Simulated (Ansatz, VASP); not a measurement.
**GeF2 in two plane-wave programs**

One calculation is typed for both programs; each brings its own data sets. How far apart do they land? The cell is generated by rule, not measured, and may not be a known phase. The cell is taken from a series of runs on this material, whose earlier steps may have relaxed, scaled, displaced or heated it; both programs get it as it stands.

Program: Ansatz 0.2.0. Level of theory: plane waves, with VASP 6.6.1 beside it; PBE. Results are calculated unless marked as measured.

The structure was built from a prototype and need not be the compound's stable phase.

### Step 1. Starting point

Symmetry: P-42_1m, No. 113, tetragonal system. The conventional cell has a = 5.239 Å, b = 5.239 Å, c = 3.549 Å, α = 90.00°, β = 90.00°, γ = 90.00°. Ge has 2 F at 1.70 Å nearest. F has 1 Ge at 1.70 Å nearest. Farther neighbours and most contacts between anions are not listed.

As a file:

```cif
data_structure
_symmetry_space_group_name_H-M 'P-42_1m'
_symmetry_Int_Tables_number 113
_cell_length_a 5.2390
_cell_length_b 5.2390
_cell_length_c 3.5488
_cell_angle_alpha 90.000
_cell_angle_beta 90.000
_cell_angle_gamma 90.000
_cell_volume 97.41
loop_
_atom_site_label
_atom_site_type_symbol
_atom_site_symmetry_multiplicity
_atom_site_Wyckoff_symbol
_atom_site_fract_x
_atom_site_fract_y
_atom_site_fract_z
_atom_site_occupancy
Ge1 Ge 2 c 0.50000 0.00000 0.66717 1
F1 F 4 e 0.80303 0.30303 0.58093 1
```

### Step 2. VASP: single point, PBE, pair 1

With cell and atoms fixed, the geometry can't cause a difference; cores, projectors, grids and the points listed under the comparison can.

Lines of VASP's logs that name or quote its potential files are left out, and so is its time.

The input, INCAR:

```
SYSTEM = GeF2
PREC = Accurate
ENCUT = 600
EDIFF = 1E-06
NELM = 120
ISMEAR = 0
SIGMA = 0.02
LREAL = .FALSE.
ALGO = Normal
GGA = PE
NBANDS = 34
LORBIT = 11
LWAVE = .FALSE.
LCHARG = .FALSE.
ISIF = 2
LASPH = .TRUE.
GGA_COMPAT = .FALSE.
EFERMI = MIDGAP
KPAR = 2
```

The input, POSCAR:

```
GeF2
1.0
    5.2390464767      0.0000000000      0.0000000000
    0.0000000000      5.2390464767      0.0000000000
    0.0000000000      0.0000000000      3.5488479333
Ge F
2 4
Direct
    0.0000000000      0.0000000000      0.9171709827
    0.5000000000      0.5000000000      0.5828290173
    0.3030272295      0.3030272295      0.8309310483
    0.6969727705      0.6969727705      0.8309310483
    0.8030272295      0.1969727705      0.6690689517
    0.1969727705      0.8030272295      0.6690689517
```

The input, KPOINTS:

```
Automatic mesh
0
Gamma
4 4 8
0 0 0
```

The projector-augmented-wave data sets are Ge_d and F (PBE family, release 64).

Launch:

```sh
mpirun -np 2 vasp_std
```

Numbers of over 12 decimals in the logs are rounded to 6 here.

Log:

```text
[banner, memory and clock lines left out]
running    2 mpi-ranks, on    1 nodes
 distrk:  each k-point on    1 cores,    2 groups
 distr:  one band on    1 cores,    1 groups

 POSCAR found type information on POSCAR GeF
 POSCAR found :  2 types and       6 ions
 LDA part: xc-table for (Slater+PW92), standard interpolation
 POSCAR, INCAR and KPOINTS ok, starting setup
 FFT: planning ... GRIDC
 FFT: planning ... GRID_SOFT
 FFT: planning ... GRID
 WAVECAR not read
 entering main loop
       N       E                     dE             d eps       ncg     rms          rms(c)
DAV:   1     0.735019858120E+03    0.73502E+03   -0.30383E+04  2568   0.400E+03
DAV:   2     0.983782767070E+02   -0.63664E+03   -0.61490E+03  2296   0.964E+02
DAV:   3    -0.207178215067E+02   -0.11910E+03   -0.11822E+03  2182   0.257E+02
DAV:   4    -0.290442087745E+02   -0.83264E+01   -0.82904E+01  2486   0.760E+01
DAV:   5    -0.292536142760E+02   -0.20941E+00   -0.20924E+00  2314   0.124E+01    0.110E+01
DAV:   6    -0.265786837556E+02    0.26749E+01   -0.96735E+00  3070   0.421E+01    0.409E+00
DAV:   7    -0.265891825282E+02   -0.10499E-01   -0.85762E-01  2114   0.595E+00    0.239E+00
DAV:   8    -0.265789779735E+02    0.10205E-01   -0.13992E-01  2746   0.765E+00    0.470E-01
DAV:   9    -0.265783498575E+02    0.62812E-03   -0.35082E-02  3108   0.375E+00    0.132E-01
DAV:  10    -0.265790868590E+02   -0.73700E-03   -0.49446E-03  2944   0.799E-01    0.932E-02
DAV:  11    -0.265793353842E+02   -0.24853E-03   -0.83980E-04  2712   0.647E-01    0.231E-02
DAV:  12    -0.265793507530E+02   -0.15369E-04   -0.78743E-05  2434   0.674E-02    0.822E-03
DAV:  13    -0.265793555398E+02   -0.47868E-05   -0.49374E-06  1904   0.279E-02    0.336E-03
DAV:  14    -0.265793556426E+02   -0.10280E-06   -0.11162E-06  1836   0.205E-02
   1 F= -.26579356E+02 E0= -.26579356E+02  d E =0.000000E+00
```

From OUTCAR (step 2):

```text
ion  position               nearest neighbor table
   1  0.000  0.000  0.917-   5 1.70   6 1.70   3 2.27   4 2.27
   2  0.500  0.500  0.583-   3 1.70   4 1.70   5 2.27   6 2.27
   3  0.303  0.303  0.831-   2 1.70   1 2.27
   4  0.697  0.697  0.831-   2 1.70   1 2.27
   5  0.803  0.197  0.669-   1 1.70   2 2.27
   6  0.197  0.803  0.669-   1 1.70   2 2.27

  LATTYP: Found a simple tetragonal cell.
 ALAT       =     5.2390464767
 C/A-ratio  =     0.6773843197

 Subroutine GETGRP returns: Found  8 space group operations
 (whereof  4 operations were pure point group operations)

The static configuration has the point symmetry C_2v.
 The point group associated with its full space group is D_2d.

 Found     30 irreducible k-points:

   k-points           NKPTS =     30   k-points in BZ     NKDIM =     30   number of bands    NBANDS=     34

   dimension x,y,z NGX =    42 NGY =   42 NGZ =   28
   dimension x,y,z NGXF=    84 NGYF=   84 NGZF=   56

   ENCUT  =  600.0 eV  44.10 Ry    6.64 a.u.  10.46 10.46  7.09*2*pi/ulx,y,z

   NELECT =      56.0000    total number of electrons

 k-points in reciprocal lattice and weights: Automatic mesh
   0.00000000  0.00000000  0.00000000       0.008
   0.25000000  0.00000000  0.00000000       0.031
   0.50000000  0.00000000  0.00000000       0.016
   0.25000000  0.25000000  0.00000000       0.031
   0.50000000  0.25000000  0.00000000       0.031
   0.50000000  0.50000000  0.00000000       0.008
   0.00000000  0.00000000  0.12500000       0.016
   0.25000000  0.00000000  0.12500000       0.062
   0.50000000  0.00000000  0.12500000       0.031
[...]
0.50000000  0.25000000  0.50000000       0.031
   0.50000000  0.50000000  0.50000000       0.008

 average (electrostatic) potential at core
       1 -77.2225       2 -77.2225       3 -79.0310       4 -79.0310       5 -79.0310
       6 -79.0310

 E-fermi :   3.3527

 k-point     1 :       0.0000    0.0000    0.0000
  band No.  band energies     occupation
    ...
     24      -3.1305      2.00000
     25      -3.1305      2.00000
     26      -2.7801      2.00000
     27      -1.9501      2.00000
     28       1.5455      2.00000
     29       5.4663      0.00000
     30       5.4663      0.00000
     31       7.7290      0.00000
     32       9.0978      0.00000
     33       9.0978      0.00000
    ...

 k-point     2 :       0.2500    0.0000    0.0000
  band No.  band energies     occupation
    ...
     24      -3.4065      2.00000
     25      -3.1512      2.00000
     26      -2.9203      2.00000
     27      -1.3319      2.00000
     28       0.9922      2.00000
     29       5.7003      0.00000
     30       5.7699      0.00000
     31       7.8776      0.00000
     32       8.1571      0.00000
     33       8.2184      0.00000
    ...

 k-point     3 :       0.5000    0.0000    0.0000
  band No.  band energies     occupation
    ...
     24      -3.5202      2.00000
     25      -3.1613      2.00000
     26      -3.1613      2.00000
     27      -0.1669      2.00000
     28      -0.1669      2.00000
     29       6.1711      0.00000
     30       6.1711      0.00000
     31       7.2552      0.00000
     32       7.2552      0.00000
     33       9.0919      0.00000
    ...

  Total       12.0784502     12.0784502     12.9473097      0.0000000      0.0000000      0.0000000
  in kB      198.6689064    198.6689064    212.9600919      0.0000000      0.0000000      0.0000000
  external PRESSURE =     203.4326349 kB  Pullay stress =       0.0000000 kB

  energy-cutoff  :      600.00
  volume of cell :       97.41
      direct lattice vectors                 reciprocal lattice vectors
     5.239046477  0.000000000  0.000000000     0.190874428  0.000000000  0.000000000
     0.000000000  5.239046477  0.000000000     0.000000000  0.190874428  0.000000000
     0.000000000  0.000000000  3.548847933     0.000000000  0.000000000  0.281781586

 POSITION                                       TOTAL-FORCE (eV/Angst)
 -----------------------------------------------------------------------------------
      0.00000      0.00000      3.25490         0.000000      0.000000      5.413680
      2.61952      2.61952      2.06837         0.000000      0.000000     -5.413680
      1.58757      1.58757      2.94885        -1.971094     -1.971094      2.429293
      3.65147      3.65147      2.94885         1.971094      1.971094      2.429293
      4.20710      1.03195      2.37442        -1.971094      1.971094     -2.429293
      1.03195      4.20710      2.37442         1.971094     -1.971094     -2.429293
 -----------------------------------------------------------------------------------
    total drift:                               -0.000001     -0.000001     -0.000000

  FREE ENERGIE OF THE ION-ELECTRON SYSTEM (eV)
  ---------------------------------------------------
  free  energy   TOTEN  =       -26.5793556426 eV

  energy  without entropy=      -26.5793556426  energy(sigma->0) =      -26.57935564

 total charge
# of ion       s       p       d       tot
------------------------------------------
    1        1.318   0.876  10.248  12.441
    2        1.318   0.876  10.248  12.441
    3        1.750   4.393   0.000   6.143
    4        1.750   4.393   0.000   6.143
    5        1.750   4.393   0.000   6.143
    6        1.750   4.393   0.000   6.143
--------------------------------------------------
tot          9.634  19.325  20.495  49.454

[... 3 further parts left out ...]
```

The run ends at a pressure of 20.34 GPa, with forces up to 5.4 eV/Å.

### Step 3. Ansatz: single point, PBE, pair 1

Ansatz runs on its default PAW (the set named soft_2) files.

The same cell, functional, mesh and smearing now go to Ansatz, which takes its cutoff from its data sets.

The input, input.yaml:

```yaml
crystal:
  lattice:
    - [5.2390464767, 0.0, 0.0]
    - [0.0, 5.2390464767, 0.0]
    - [0.0, 0.0, 3.5488479333]
  atoms:
    - { symbol: Ge, position: [0.0, 0.0, -0.0828290173] }
    - { symbol: Ge, position: [0.5, 0.5, 0.5828290173] }
    - { symbol: F, position: [0.3030272295, 0.3030272295, -0.1690689517] }
    - { symbol: F, position: [0.6969727705, 0.6969727705, -0.1690689517] }
    - { symbol: F, position: [0.8030272295, 0.1969727705, 0.6690689517] }
    - { symbol: F, position: [0.1969727705, 0.8030272295, 0.6690689517] }
kpoints:
  mp_grid: { grid: [4, 4, 8] }
hamiltonian:
  xc: pbe
scf:
  occupations: { method: gaussian, width: 0.02 }
output:
  forces: true
  stress: true
  eigenvalues: true
```

Launch:

```sh
ansatz run input.yaml --threads 8 --pin off --max-ram 14336MiB --backend cpu --events-out ev --progress --plain --runs-dir out
```

Log:

```text
Engine: ansatz 0.2.0, aarch64-unknown-linux-gnu
Pseudopotentials: kind: paw
Pseudopotential: Ge, paw, valence charge 14, recommended cutoff 420 eV (normal), Ge.paw.azcp
Pseudopotential: F, paw, valence charge 7, recommended cutoff 420 eV (normal), F.paw.azcp
Functional definition: PBE
  parameter kappa = 0.804
  parameter beta = 0.066725
  exchange = pbe_x(kappa = kappa, mu = beta*pi^2/3)
  correlation = pbe_c(beta = beta)
Crystal: 6 atoms, lattice volume = 97.407 Å³
Basis set: ecut = 420 eV, 1915 PW (Γ), exchange–correlation on 72×72×48 points (8 copies of the dense FFT grid, shifted against one another)
Bands: 34, of which v1, the nominal top of the filled ones, is band 28 counted from 1 (27 counted from 0)
Symmetry: 8 space group operations
Space group: P-421m (ITA 113), of the structure as read, at distance tolerance 4.6e-5 Å
k-points: 30 of 128 (time reversal used)
Non-local potential: Ge, projectors of the file, l = 0: 2, l = 1: 2, l = 2: 3, l = 3: 1
Non-local potential: F, projectors of the file, l = 0: 2, l = 1: 2, l = 2: 1
PAW form: soft (Blöchl's): semilocal exchange-correlation on the pseudo side does not see the compensation charge
PAW one-centre angular grid: Ge, 590 points (default); XC on 64 Gauss nodes
PAW one-centre angular grid: F, 110 points (default); XC on 64 Gauss nodes
Initial density: superposition of atomic densities (neutral atoms: chi_scale 0, normalization atom), corrected by the library's trained network
Initial wavefunctions: pseudopotential atomic-orbital guess
Functional: x = pbe(κ = 0.804, μ = 0.219515), c = pbe(β = 0.066725)
SCF iter   1: F=—  HF=-11822.664018 eV  |F-HF|=—  |Δ(HF+E_count)|=         —  Δρ=4.65e-3  dr2=1.13e-2  ethr=1.77e-3  ⟨swp⟩=6.4  Hψ=4093  notcnv=0
preconditioner: auto → Resta (q_TF=auto, 2.488 Å⁻¹)  ε∞=2.8  [insulator: Δε(μ)=3.153 eV  Ē_g=20.787 eV  σ=0.020 eV  W_gap=1.00  n_scr=30 (ndim 8)  ℏωp=28.2 eV  f_vac=0.230  D(μ)=0.00/eV (n_scr^D=0)  ε∞_Penn≈2.8]
SCF iter   2: F=—  HF=-11822.666242 eV  |F-HF|=—  |Δ(HF+E_count)|=   2.22e-3  Δρ=2.36e-3  dr2=3.15e-3  ethr=2.01e-5  ⟨swp⟩=2.4  Hψ=2198  notcnv=0  defer=54
SCF iter   3: F=—  HF=-11822.668135 eV  |F-HF|=—  |Δ(HF+E_count)|=   1.89e-3  Δρ=8.02e-4  dr2=4.92e-4  ethr=5.62e-6  ⟨swp⟩=2.0  Hψ=1492  notcnv=0  defer=24
automatic band count: iteration 3 solves 33 bands in place of 34: the levels show a gap, and the empty bands left out lie too high to hold charge; the band table lists the bands solved (type scf.n_extra_bands for more)
SCF iter   4: F=—  HF=-11822.668319 eV  |F-HF|=—  |Δ(HF+E_count)|=   1.85e-4  Δρ=2.46e-4  dr2=4.85e-5  ethr=8.79e-7  ⟨swp⟩=2.0  Hψ=1499  notcnv=0  defer=24
SCF iter   5: F=—  HF=-11822.668816 eV  |F-HF|=—  |Δ(HF+E_count)|=   4.97e-4  Δρ=6.85e-5  dr2=5.08e-6  ethr=8.66e-8  ⟨swp⟩=2.0  Hψ=1466  notcnv=0  defer=24
SCF iter   6: F=—  HF=-11822.668829 eV  |F-HF|=—  |Δ(HF+E_count)|=   1.26e-5  Δρ=2.26e-5  dr2=4.15e-7  ethr=9.06e-9  ⟨swp⟩=2.0  Hψ=1786  notcnv=0  defer=24
SCF iter   7: F=-11822.668830 eV  HF=-11822.668829 eV  |F-HF|=9.83e-8  |Δ(HF+E_count)|=   4.28e-7  Δρ=8.58e-6  dr2=6.44e-8  ethr=1.79e-10  ⟨swp⟩=8.5  Hψ=4383  notcnv=0
SCF 1 converged in 7 iterations: F = -11822.668830 eV  dr2 = 6.44e-8
  greatest PAW one-centre occupation: 0.999 electrons in one spin orbital (limit 2), on the Ge atom at site 0 (counted from 0), in its partial waves of l = 2
SCF converged after 7 iterations
Free energy (F): -11822.668830 eV
Harris-Foulkes:  -11822.668829 eV  (|F-HF|=9.83e-8)
Internal energy: -11822.668830 eV  (E = F + TS)
E sigma→0 (E₀):  -11822.668830 eV
Fermi energy:    6.062849 eV
--- Per-component energies (eV) ---
  E_band       = -597.922022
  E_kinetic    = 1053.849539
  E_local      = -8281.625479  (includes V_loc(G=0)·N_el)
  E_nonlocal   = 1128.387245
  E_hartree    = 3457.939088
  E_xc         = -470.514363
  E_vxc        = -538.055829  (∫ρ·V_xc dr)
  E_paw        = -4835.559303  (= ΣΔE_a)
  E_vpaw       = -876.367941  (= ΣTr[D̂ρ^β])
  E_aug_tail   = 0.009065  (compensation charges beyond the density's cutoff)
  E_ewald      = -3875.154621
  E_smearing   = -0.000000  (= −TS)
  E_closure    = -0.000000  (closes the sum)
  Σ components = -11822.668830   (vs F -11822.668830, Δ=0.00e0)
--- Forces (eV/Å), atoms counted from 1 ---
  atom   1  Ge    -0.00000000     0.00000000     5.32273450
  atom   2  Ge     0.00000000    -0.00000000    -5.32273450
  atom   3  F     -1.92189225    -1.92189225     2.38994725
  atom   4  F      1.92189225     1.92189225     2.38994725
  atom   5  F     -1.92189225     1.92189225    -2.38994725
  atom   6  F      1.92189225    -1.92189225    -2.38994725
  max |Σ_I F_I| component: 2.22e-16 eV/Å
--- Stress (GPa, compression-positive) ---
       19.905651      -0.000000      -0.000000
       -0.000000      19.905651       0.000000
       -0.000000       0.000000      21.414475
  P = ⅓ Tr σ = 20.4086 GPa (204.086 kbar)
--- Band table (eV; the first three rows and the last of 30) ---
  k-point 0: bands = [... 24 lower, -0.4265, -0.0789, 0.7564, 4.2321, 8.1760, 8.1760, 10.4774, 11.7988, ... 1 higher]
  k-point 1: bands = [... 24 lower, -0.4371, -0.0814, 1.0985, 4.2402, 8.3357, 8.3357, 10.1109, 11.5500, ... 1 higher]
  k-point 2: bands = [... 24 lower, -0.4559, -0.0883, 1.7369, 4.2778, 8.7228, 8.7228, 9.1417, 10.9289, ... 1 higher]
  k-point 29: bands = [... 24 lower, -0.6049, -0.6049, 3.6226, 3.6226, 9.0094, 9.0094, 9.1558, 9.1558, ... 1 higher]
```

The run ends at a pressure of 20.41 GPa, with forces up to 5.3 eV/Å.

### Step 4. Differences

Known differences besides the potentials themselves: the cutoff is 420 eV in Ansatz and 600 eV in VASP. Total energies have different zeros and are not compared.

The two programs side by side:

```
              quantity  Ansatz   VASP  difference
        pressure (GPa)   20.41  20.34       +0.07
gap on the k mesh (eV)   3.115  3.061      +0.054
```

Forces (eV/Å; atoms numbered as in POSCAR):

```
atom         Ansatz x, y, z           VASP x, y, z
 Ge1    0.000, 0.000, 5.323    0.000, 0.000, 5.414
 Ge2   0.000, 0.000, -5.323   0.000, 0.000, -5.414
  F3  -1.922, -1.922, 2.390  -1.971, -1.971, 2.429
  F4    1.922, 1.922, 2.390    1.971, 1.971, 2.429
  F5  -1.922, 1.922, -2.390  -1.971, 1.971, -2.429
  F6  1.922, -1.922, -2.390  1.971, -1.971, -2.429
```

The forces differ by 48 meV/Å r.m.s., which is 1.9 % of the r.m.s. force of 2.509 eV/Å (both taken over all components). A gap on the mesh is an upper bound, since the band edges may lie between its points.

### Step 5. VASP: single point, PBE, pair 2

A single point takes one fixed geometry, so differences don't come from the geometry; what else differs is listed under the comparison. This pair takes another cell of the material, with 12 atoms against 6 for the pair before.

Edit INCAR of step 2 so:

```diff
@@ -10,3 +10,3 @@
 GGA = PE
-NBANDS = 34
+NBANDS = 69
 LORBIT = 11
```

The input, POSCAR:

```
GeF2
1.0
   -5.2390464767      0.0000000000      0.0000000000
    0.0000000000     -5.2390464767     -3.5488479333
    0.0000000000     -5.2390464767      3.5488479333
Ge F
4 8
Direct
    0.0000000000      0.5013868639      0.4986131361
    0.0000000000      0.9986131361      0.0013868639
    0.4981850071      0.0004985028      0.5004985028
    0.5018149929      0.4995014972      0.9995014972
    0.6969727705      0.3512359851      0.3457367854
    0.6969727705      0.8457367854      0.8512359851
    0.3030272295      0.1487640149      0.1542632146
    0.3030272295      0.6542632146      0.6487640149
    0.2021584754      0.1487117698      0.6487117698
    0.1917870656      0.6543154597      0.1543154597
    0.8082129344      0.8456845403      0.3456845403
    0.7978415246      0.3512882302      0.8512882302
```

The input, KPOINTS:

```
Automatic mesh
0
Gamma
4 4 4
0 0 0
```

Launch:

```sh
mpirun -np 2 vasp_std
```

Log:

```text
[banner, memory and clock lines left out]
running    2 mpi-ranks, on    1 nodes
[...]
LDA part: xc-table for (Slater+PW92), standard interpolation
 POSCAR, INCAR and KPOINTS ok, starting setup
[...]
entering main loop
       N       E                     dE             d eps       ncg     rms          rms(c)
DAV:   1     0.201115511441E+04    0.20112E+04   -0.54149E+04  4734   0.398E+03
DAV:   2     0.424327706077E+03   -0.15868E+04   -0.14768E+04  3488   0.128E+03
DAV:   3    -0.104588055609E+02   -0.43479E+03   -0.41091E+03  3708   0.321E+02
DAV:   4    -0.607607005655E+02   -0.50302E+02   -0.49326E+02  3851   0.122E+02
[...]
DAV:  12    -0.561062621411E+02   -0.76552E-05   -0.82222E-05  4125   0.846E-02    0.190E-02
DAV:  13    -0.561062610887E+02    0.10524E-05   -0.18505E-05  4540   0.473E-02    0.286E-03
DAV:  14    -0.561062610413E+02    0.47388E-07   -0.39886E-06  2889   0.183E-02
   1 F= -.56106261E+02 E0= -.56106261E+02  d E =0.000000E+00
```

OUTCAR, selected parts (step 5):

```text
  Total       -0.2227711     -0.2257022     -0.2021719     -0.0686054      0.0000000      0.0000000
  in kB       -1.8320931     -1.8561990     -1.6626834     -0.5642179      0.0000000      0.0000000
  external PRESSURE =      -1.7836585 kB  Pullay stress =       0.0000000 kB

 POSITION                                       TOTAL-FORCE (eV/Angst)
 -----------------------------------------------------------------------------------
      0.00000     -5.23905     -0.00984         0.000000      0.000000     -0.106961
      0.00000     -5.23905     -3.53900         0.000000      0.000000      0.106961
     -2.61001     -2.62475      1.77442         0.103846     -0.056253      0.000000
     -2.62903     -7.85335      1.77442        -0.103846      0.056253      0.000000
     -3.65147     -3.65147     -0.01952        -0.004863     -0.003978     -0.060826
     -3.65147     -8.89052      0.01952        -0.004863     -0.003978      0.060826
     -1.58757     -1.58757      0.01952         0.004863      0.003978      0.060826
     -1.58757     -6.82662     -0.01952         0.004863      0.003978     -0.060826
     -1.05912     -4.17774      1.77442        -0.081578      0.089318      0.000000
     -1.00478     -4.23645     -1.77442         0.074749     -0.081499      0.000000
     -4.23427     -6.24164     -1.77442        -0.074749      0.081499      0.000000
     -4.17993     -6.30035      1.77442         0.081578     -0.089318      0.000000
 -----------------------------------------------------------------------------------
    total drift:                                0.000000     -0.000000      0.000000

  FREE ENERGIE OF THE ION-ELECTRON SYSTEM (eV)
  ---------------------------------------------------
  free  energy   TOTEN  =       -56.1062610413 eV

  energy  without entropy=      -56.1062610413  energy(sigma->0) =      -56.10626104

[... 3 further parts left out ...]
[key lines of the parts left out:]
E-fermi :   2.4584
```

The run ends at a pressure of -0.18 GPa, with forces up to 0.12 eV/Å.

(Continued in part 2 of 2.)

[Lines on the potential files, build, host, timing and source positions are cut from VASP's logs without a mark.]

[Logs are printed without paths, hosts, clocks, repeated set-up lines and the standing remarks that a program may print on its own settings, such as how far it seeks lower states.]

[Hosts, paths, dates, database ids (printed as entryN), source tags and the programs' standing remarks are cut or masked in the printed files.]
